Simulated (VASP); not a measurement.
# MgF2 (Sellaite) (P4_2/mnm) in VASP: a series of runs

Aim: see how the results for MgF2 (Sellaite) move with the level of theory and the settings. Levels: PBE, LDA. Tasks: band structure.

Program: VASP 6.6.1. These are calculated values, not measurements. Logs are shortened: lines on timing, memory, paths and dates and some standing lists are left out, and cuts for length are marked.

**1. The structure**

The structure is tetragonal, space group P4_2/mnm (No. 136). The conventional cell has a = 4.624 Å, b = 4.624 Å, c = 3.053 Å, α = 90.00°, β = 90.00°, γ = 90.00°. Mg (site symmetry mmm) is surrounded by 6 F at 1.98 to 2.00 Å. F (site symmetry m2m) has 3 Mg at 1.98 to 2.00 Å as nearest neighbours.

**2. Band structure, PBE**

INCAR reads:

```
PREC = Accurate ; ENCUT = 520
EDIFF = 1E-6 ; ISMEAR = 0
SIGMA = 0.03 ; LREAL = False
LASPH = True ; NELM = 80
ALGO = Fast ; ISIF = 2
LWAVE = False ; LCHARG = False
GGA = PE ; KPAR = 2
```

KPOINTS reads:

```
regular mesh
0
Gamma
  6 6 10
```

POSCAR reads:

```
MgF2                                    
1.0
    4.6240511486      0.0000000000      0.0000000000
    0.0000000000      4.6240511486      0.0000000000
    0.0000000000      0.0000000000      3.0527962139
  Mg              F             
     2     4
Direct
     1.0000000000000000    0.0000000000000000    1.0000000000000000
     0.5000000000000000    0.5000000000000000    0.5000000000000000
     0.3031611946592399    0.3031611946592399    0.0000000000000000
     0.1968388053407601    0.8031611946592399    0.5000000000000000
     0.6968388053407601    0.6968388053407601    1.0000000000000000
     0.8031611946592399    0.1968388053407601    0.5000000000000000
```

KPOINTS_OPT reads:

```
explicit points
168
Reciprocal
 0.0000000000  0.0000000000  0.0000000000 1
 0.0000000000  0.0555555556  0.0000000000 1
 0.0000000000  0.1111111111  0.0000000000 1
 0.0000000000  0.1666666667  0.0000000000 1
 0.0000000000  0.2222222222  0.0000000000 1
 0.0000000000  0.2777777778  0.0000000000 1
[... 160 lines left out ...]
 0.0000000000  0.0000000000  0.5170009300 1
 0.0000000000  0.0000000000  0.4829990700 1
```

Potentials or basis: VASP PAW PBE potentials, release 64 (Mg, F).

Launch:

```
$ cat potpaw_PBE.64/Mg/POTCAR potpaw_PBE.64/F/POTCAR > POTCAR
$ mpirun -np 2 vasp_std > vasp.out
```

OUTCAR:

```text
PREC = Accurate
   ENCUT = 520
   EDIFF = 1E-6
   ISMEAR = 0
   LREAL = False
   LASPH = True
   NELM = 80
   ISIF = 2
   GGA = PE

 ion  position               nearest neighbor table
   1  0.000  0.000  0.000-   3 1.98   5 1.98   4 2.00   6 2.00   4 2.00   6 2.00   2 3.61   2 3.61
                             2 3.61   2 3.61   2 3.61   2 3.61   2 3.61   2 3.61
   2  0.500  0.500  0.500-   4 1.98   6 1.98   5 2.00   3 2.00   3 2.00   5 2.00   1 3.61   1 3.61
                             1 3.61   1 3.61   1 3.61   1 3.61   1 3.61   1 3.61
   3  0.303  0.303  0.000-   1 1.98   2 2.00   2 2.00
   4  0.197  0.803  0.500-   2 1.98   1 2.00   1 2.00
   5  0.697  0.697  0.000-   1 1.98   2 2.00   2 2.00
   6  0.803  0.197  0.500-   2 1.98   1 2.00   1 2.00

  LATTYP: Found a simple tetragonal cell.
 ALAT       =     4.6240511486
 C/A-ratio  =     0.6601994908

  Lattice vectors:

 A1 = (   4.6240511486,   0.0000000000,   0.0000000000)
 A2 = (   0.0000000000,   4.6240511486,   0.0000000000)
 A3 = (   0.0000000000,   0.0000000000,   3.0527962139)

Analysis of symmetry for initial positions (statically):
=====================================================================
 Subroutine PRICEL returns:
 Original cell was already a primitive cell.

 Routine SETGRP: Setting up the symmetry group for a
 simple tetragonal supercell.

 Subroutine GETGRP returns: Found 16 space group operations
 (whereof  8 operations were pure point group operations)
 out of a pool of 16 trial point group operations.

The static configuration has the point symmetry D_2h.
 The point group associated with its full space group is D_4h.

Analysis of symmetry for dynamics (positions and initial velocities):
=====================================================================
 Subroutine PRICEL returns:
 Original cell was already a primitive cell.

 Routine SETGRP: Setting up the symmetry group for a
 simple tetragonal supercell.

 Subroutine GETGRP returns: Found 16 space group operations
 (whereof  8 operations were pure point group operations)
 out of a pool of 16 trial point group operations.

The dynamic configuration has the point symmetry D_2h.
 The point group associated with its full space group is D_4h.

 Subroutine INISYM returns: Found 16 space group operations
 (whereof  8 operations are pure point group operations),
 and found     1 'primitive' translations

----------------------------------------------------------------------------------------

                                     Primitive cell

  volume of cell :      65.2744

  direct lattice vectors                    reciprocal lattice vectors
     4.624051149  0.000000000  0.000000000     0.216260584  0.000000000  0.000000000
     0.000000000  4.624051149  0.000000000     0.000000000  0.216260584  0.000000000
     0.000000000  0.000000000  3.052796214     0.000000000  0.000000000  0.327568540

  length of vectors
     4.624051149  4.624051149  3.052796214     0.216260584  0.216260584  0.327568540

  position of ions in fractional coordinates (direct lattice)
     0.000000000  0.000000000  0.000000000
     0.500000000  0.500000000  0.500000000
     0.303161195  0.303161195  0.000000000
     0.196838805  0.803161195  0.500000000
     0.696838805  0.696838805  0.000000000
     0.803161195  0.196838805  0.500000000

  ion indices of the primitive-cell ions
   primitive index   ion index
                 1           1
                 2           2
                 3           3
                 4           4
                 5           5
                 6           6

----------------------------------------------------------------------------------------

 KPOINTS: regular mesh

Automatic generation of k-mesh.
 Grid dimensions read from file:
 generate k-points for:    6    6   10

 Generating k-lattice:

  Cartesian coordinates                     Fractional coordinates (reciprocal lattice)
     0.036043431  0.000000000  0.000000000     0.166666667  0.000000000  0.000000000
     0.000000000  0.036043431  0.000000000     0.000000000  0.166666667  0.000000000
     0.000000000  0.000000000  0.032756854     0.000000000  0.000000000  0.100000000

  Length of vectors
     0.036043431  0.036043431  0.032756854

  Shift w.r.t. Gamma in fractional coordinates (k-lattice)
     0.000000000  0.000000000  0.000000000

 Subroutine IBZKPT returns following result:
 ===========================================

 Found     60 irreducible k-points:

 Following reciprocal coordinates:
            Coordinates               Weight
  0.000000  0.000000  0.000000      1.000000
  0.166667  0.000000  0.000000      4.000000
  0.333333  0.000000  0.000000      4.000000
  0.500000  0.000000  0.000000      2.000000
  0.166667  0.166667  0.000000      4.000000
  0.333333  0.166667  0.000000      8.000000
[... 16 lines left out ...]
  0.333333  0.000000  0.200000      8.000000
  0.500000  0.000000  0.200000      4.000000
 [... further k-points ...]
   k-points           NKPTS =     60   k-points in BZ     NKDIM =     60   number of bands    NBANDS=     20
   number of dos      NEDOS =    301   number of ions     NIONS =      6
   total plane-waves  NPLWV =  31104
   dimension x,y,z NGX =    36 NGY =   36 NGZ =   24
   dimension x,y,z NGXF=    72 NGYF=   72 NGZF=   48
   ions per type =               2   4
   NGX,Y,Z   is equivalent  to a cutoff of  12.94, 12.94, 13.07 a.u.
   NGXF,Y,Z  is equivalent  to a cutoff of  25.89, 25.89, 26.14 a.u.
 SYSTEM =  unknown system
   PREC   = accura    normal or accurate (medium, high low for compatibility)
   ISTART =      0    job   : 0-new  1-cont  2-samecut
   ICHARG =      2    charge: 1-file 2-atom 10-const
   ISPIN  =      1    spin polarized calculation?
   LNONCOLLINEAR =      F non collinear calculations
   LSORBIT =      F    spin-orbit coupling
   LASPH  =      T    aspherical Exc in radial PAW
   ENCUT  =  520.0 eV  38.22 Ry    6.18 a.u.   8.60  8.60  5.68*2*pi/ulx,y,z
   NELM   =     80;   NELMIN=  2; NELMDL= -5     # of ELM steps
   EDIFF  = 0.1E-05   stopping-criterion for ELM
   LREAL  =      F    real-space projection
   EDIFFG = 0.1E-04   stopping-criterion for IOM
   NSW    =      0    number of steps for IOM
   IBRION =     -1    ionic relax: 0-MD 1-quasi-New 2-CG
   NFREE  =      0    steps in history (QN), initial steepest desc. (CG)
   ISIF   =      2    stress and relaxation
   ISYM   =      2    0-nonsym 1-usesym 2-fastsym
   POTIM  = 0.5000    time-step for ionic-motion
   TEBEG  =    0.0;   TEEND  =   0.0 temperature during run
   PSTRESS=    0.0 pullay stress
   NELECT =      32.0000    total number of electrons
   NUPDOWN=      -1.0000    fix difference up-down
   EMIN   =  10.00;   EMAX   =-10.00  energy-range for DOS
   EFERMI =   0.00;   METHOD = LEGACY
   ISMEAR =     0;   SIGMA  =   0.03  broadening in eV -4-tet -1-fermi 0-gaus
   EFERMI_NEDOS =   21; number of points for ismear=-14 and -15
   IALGO  =     68    algorithm
   IMIX   =      4    mixing-type and parameters
     AMIX     =   0.40;   BMIX     =  1.00
     AMIX_MAG =   1.60;   BMIX_MAG =  1.00
  volume/ion in A,a.u.               =      10.88        73.42
  Fermi-wavevector in a.u.,A,eV,Ry     =   1.290854  2.439360 22.671444  1.666304
  Thomas-Fermi vector in A             =   2.422660
   LORBIT       =      0    0 simple, 1 ext, 2 COOP (PROOUT), +10 PAW based schemes
   GGA     = PE    functional components
   LHFCALC =     F    Hartree Fock is set to
   AEXX    =    0.0000 exact exchange contribution
   IVDW    =     0    specifies the selected vdW correction
   LEPSILON=     F    determine dielectric tensor
   LRPA    =     F    only Hartree local field effects (RPA)
 non-spin polarized calculation
 RMM-DIIS sequential band-by-band and
 Gauss-broadening in eV      SIGMA  =   0.03
  energy-cutoff  :      520.00
  volume of cell :       65.27
 maximum number of plane-waves:      1776
 NGX is ok and might be reduce to    36
   NGX = 17   NGY = 17   NGZ = 11

 number of electron      32.0000034 magnetization

 Free energy of the ion-electron system (eV)
  ---------------------------------------------------
  ext. energy  EPLUGINS =         0.00000000
  ---------------------------------------------------
  free energy    TOTEN  =       -31.51062405 eV

  energy without entropy =      -31.51062405  energy(sigma->0) =      -31.51062405

 E-fermi :  -1.0605     XC(G=0):  -9.7301

 val. band max:       -1.2087343642   @ k =   0.0000   0.0000   0.0000
 cond. band min:       5.8870684863   @ k =   0.0000   0.0000   0.0000
 fundamental gap:      7.0958028505
 Fermi energy:        -1.0605498996

 k-point     1 :       0.0000    0.0000    0.0000
  band No.  band energies     occupation
      1     -21.9562      2.00000
      2     -21.1520      2.00000
      3     -21.1520      2.00000
      4     -21.0620      2.00000
      5      -5.2815      2.00000
      6      -3.7040      2.00000
[... 12 lines left out ...]
     19      11.0413      0.00000
     20      13.2078      0.00000

 k-point     2 :       0.1667    0.0000    0.0000
  band No.  band energies     occupation
      1     -21.9115      2.00000
      2     -21.2400      2.00000
      3     -21.1397      2.00000
      4     -21.0371      2.00000
      5      -5.1787      2.00000
      6      -3.6673      2.00000
[... 12 lines left out ...]
     19      11.2189      0.00000
     20      12.7264      0.00000

 k-point     3 :       0.3333    0.0000    0.0000
  band No.  band energies     occupation
      1     -21.7867      2.00000
      2     -21.4104      2.00000
      3     -21.1072      2.00000
      4     -21.0368      2.00000
      5      -4.9062      2.00000
      6      -4.1039      2.00000
[... 12 lines left out ...]
     19      11.7014      0.00000
     20      12.6432      0.00000

 k-point     4 :       0.5000    0.0000    0.0000
  band No.  band energies     occupation
      1     -21.6069      2.00000
      2     -21.6069      2.00000
      3     -21.0666      2.00000
      4     -21.0666      2.00000
      5      -4.5337      2.00000
      6      -4.5337      2.00000
[... 429 lines left out ...]
 k-point    23 :       0.3333    0.0000    0.2000
  band No.  band energies     occupation
      1     -21.6751      2.00000
      2     -21.3535      2.00000
      3     -21.0953      2.00000
      4     -21.0519      2.00000
      5      -4.7085      2.00000
      6      -4.0048      2.00000
[... 12 lines left out ...]
     19      12.5170      0.00000
     20      13.1941      0.00000

 k-point    24 :       0.5000    0.0000    0.2000
  band No.  band energies     occupation
      1     -21.5205      2.00000
      2     -21.5205      2.00000
      3     -21.0692      2.00000
      4     -21.0692      2.00000
      5      -4.3750      2.00000
      6      -4.3750      2.00000
[... 12 lines left out ...]
     19      13.0503      0.00000
     20      13.0509      0.00000

 [... further k-points ...]
[... 5 lines left out ...]
  --------------------------------------------------------------------------------------
  -------------------------------------------------------------------------------------
  Total        1.4816691      1.4816691      1.5649185      0.0000000      0.0000000      0.0000000
  in kB       36.3679423     36.3679423     38.4113198      0.0000000      0.0000000      0.0000000
  external PRESSURE =      37.0490681 kB  Pullay stress =       0.0000000 kB

 VOLUME and BASIS-vectors are now :
 -----------------------------------------------------------------------------
  energy-cutoff  :      520.00
  volume of cell :       65.27
      direct lattice vectors                 reciprocal lattice vectors
     4.624051149  0.000000000  0.000000000     0.216260584  0.000000000  0.000000000
     0.000000000  4.624051149  0.000000000     0.000000000  0.216260584  0.000000000
     0.000000000  0.000000000  3.052796214     0.000000000  0.000000000  0.327568540

 POSITION                                       TOTAL-FORCE (eV/Angst)
 -----------------------------------------------------------------------------------
      0.00000      0.00000      0.00000        -0.000000     -0.000000     -0.000000
      2.31203      2.31203      1.52640        -0.000000     -0.000000     -0.000000
      1.40183      1.40183      0.00000        -0.024213     -0.024213      0.000000
      0.91019      3.71386      1.52640         0.024213     -0.024213     -0.000000
      3.22222      3.22222      0.00000         0.024213      0.024213     -0.000000
      3.71386      0.91019      1.52640        -0.024213      0.024213     -0.000000
 -----------------------------------------------------------------------------------
    total drift:                                0.000000      0.000000     -0.000000

  FREE ENERGIE OF THE ION-ELECTRON SYSTEM (eV)
  ---------------------------------------------------
  free  energy   TOTEN  =       -31.5106240477 eV

  energy  without entropy=      -31.5106240477  energy(sigma->0) =      -31.51062405
```

It took 60 s on 2 MPI ranks of Intel Xeon Platinum 8488C (Sapphire Rapids), shared host; peak memory 0.25 GiB.

Results:

```yaml
Free_energy: -31.5106 eV
Pressure: 3.7 GPa
Largest_force: 0.034 eV/Å
Band_gap_on_the_k_mesh: 7.10 eV, direct
Band_gap_along_the_path: 7.10 eV, direct
```

Forces in eV/Å, atoms in the order of the input:
```
Mg   0.000  0.000  0.000
Mg   0.000  0.000  0.000
F   -0.024 -0.024  0.000
F    0.024 -0.024  0.000
F    0.024  0.024  0.000
F   -0.024  0.024  0.000
```

Levels at the corners of the path, in eV from the valence-band top:
```tsv
point	band 12	band 13	band 14	band 15	band 16	band 17	band 18	band 19	band 20
Γ	-1.23	-0.73	-0.32	-0.32	0.00	7.10	12.25	12.25	13.72
X	-1.37	-0.98	-0.98	-0.38	-0.38	9.51	9.51	13.50	13.50
X	-1.37	-0.98	-0.98	-0.38	-0.38	9.51	9.51	13.50	13.50
M	-1.28	-0.95	-0.95	-0.77	-0.77	11.21	11.21	11.30	11.30
M	-1.28	-0.95	-0.95	-0.77	-0.77	11.21	11.21	11.30	11.30
Γ	-1.23	-0.73	-0.32	-0.32	0.00	7.10	12.25	12.25	13.72
Γ	-1.23	-0.73	-0.32	-0.32	0.00	7.10	12.25	12.25	13.72
Z	-1.43	-1.15	-1.15	-0.85	-0.85	11.84	11.84	14.97	14.97
Z	-1.43	-1.15	-1.15	-0.85	-0.85	11.84	11.84	14.97	14.97
R	-1.36	-0.73	-0.73	-0.66	-0.66	12.75	12.75	13.46	13.46
R	-1.36	-0.73	-0.73	-0.66	-0.66	12.75	12.75	13.46	13.46
A	-1.40	-0.61	-0.61	-0.48	-0.48	13.31	13.31	13.32	13.32
A	-1.40	-0.61	-0.61	-0.48	-0.48	13.31	13.31	13.32	13.32
Z	-1.43	-1.15	-1.15	-0.85	-0.85	11.84	11.84	14.97	14.97
X	-1.37	-0.98	-0.98	-0.38	-0.38	9.51	9.51	13.50	13.50
R	-1.36	-0.73	-0.73	-0.66	-0.66	12.75	12.75	13.46	13.46
M	-1.28	-0.95	-0.95	-0.77	-0.77	11.21	11.21	11.30	11.30
A	-1.40	-0.61	-0.61	-0.48	-0.48	13.31	13.31	13.32	13.32
```

**3. Band structure, LDA**

Edit INCAR of step 2 so:

```diff
@@ -6,2 +6,2 @@
 LWAVE = False ; LCHARG = False
-GGA = PE ; KPAR = 2
+GGA = CA ; KPAR = 2
```

KPOINTS is that of step 2.

POSCAR is that of step 2.

KPOINTS_OPT is that of step 2.

Potentials or basis: VASP PAW LDA potentials, release 64 (Mg, F).

Launch:

```
$ cat potpaw_LDA.64/Mg/POTCAR potpaw_LDA.64/F/POTCAR > POTCAR
$ mpirun -np 2 vasp_std > vasp.out
```

It took 52 s on 2 MPI ranks of Intel Xeon Platinum 8488C (Sapphire Rapids), shared host; peak memory 0.23 GiB.

It converged, with:

```yaml
Free_energy: -35.0166 eV
Pressure: -6.2 GPa
Largest_force: 0.033 eV/Å
Band_gap_on_the_k_mesh: 6.75 eV, direct
Band_gap_along_the_path: 6.75 eV, direct
```

Forces on the atoms (eV/Å):
```
Mg   0.000  0.000  0.000
Mg   0.000  0.000  0.000
F    0.023  0.023  0.000
F   -0.023  0.023  0.000
F   -0.023 -0.023  0.000
F    0.023 -0.023  0.000
```

Stress tensor (GPa, compression positive):
```
-6.11  0.00  0.00
 0.00 -6.11  0.00
 0.00  0.00 -6.28
```

Levels at the corners of the path, in eV from the valence-band top:
```tsv
point	band 13	band 14	band 15	band 16	band 17	band 18	band 19	band 20
Γ	-0.75	-0.33	-0.33	0.00	6.75	11.83	11.83	13.25
X	-1.00	-1.00	-0.39	-0.39	9.16	9.16	13.06	13.06
X	-1.00	-1.00	-0.39	-0.39	9.16	9.16	13.06	13.06
M	-0.98	-0.98	-0.80	-0.80	10.87	10.87	10.92	10.92
M	-0.98	-0.98	-0.80	-0.80	10.87	10.87	10.92	10.92
Γ	-0.75	-0.33	-0.33	0.00	6.75	11.83	11.83	13.25
Γ	-0.75	-0.33	-0.33	0.00	6.75	11.83	11.83	13.25
Z	-1.19	-1.19	-0.88	-0.88	11.47	11.47	14.51	14.52
Z	-1.19	-1.19	-0.88	-0.88	11.47	11.47	14.51	14.52
R	-0.75	-0.75	-0.68	-0.68	12.35	12.35	13.06	13.06
R	-0.75	-0.75	-0.68	-0.68	12.35	12.35	13.06	13.06
A	-0.62	-0.62	-0.49	-0.49	12.89	12.89	12.91	12.91
A	-0.62	-0.62	-0.49	-0.49	12.89	12.89	12.91	12.91
Z	-1.19	-1.19	-0.88	-0.88	11.47	11.47	14.51	14.52
X	-1.00	-1.00	-0.39	-0.39	9.16	9.16	13.06	13.06
R	-0.75	-0.75	-0.68	-0.68	12.35	12.35	13.06	13.06
M	-0.98	-0.98	-0.80	-0.80	10.87	10.87	10.92	10.92
A	-0.62	-0.62	-0.49	-0.49	12.89	12.89	12.91	12.91
```
